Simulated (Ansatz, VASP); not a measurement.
In in VASP and in Ansatz

```
In
1.0
    -1.60594    1.60594    2.44204
     1.60594   -1.60594    2.44204
     1.60594    1.60594   -2.44204
In
1
Direct
  0.00000 0.00000 0.00000
```

Alike in both runs: task single point; functional r2SCAN; k mesh 8 × 8 × 8; no spin polarisation.

|  | VASP | Ansatz |
| --- | --- | --- |
| version | VASP 6.6.1 | Ansatz 0.2.0 |
| potentials or method | VASP PAW PBE potentials, release 64 (In_d) | PAW plane waves |
| plane-wave cutoff (eV) | 520 | 500 |
| occupations | fermi-dirac, width 0.1 eV | fermi-dirac |
| valence electrons in the cell | 13 | 13 |

```tsv
	VASP	Ansatz	Ansatz less VASP
gap on the k mesh at the Fermi level (eV)	none	none	-
pressure (GPa)	1.9	1.9	-0.04
largest component of the traceless stress (GPa)	2.73	2.72	-0.003
```

A gap of «none» marks a metal or a gap that the smearing closes.

Caveats: the PAW data sets were made with another functional, which shifts forces and pressure a little (VASP).
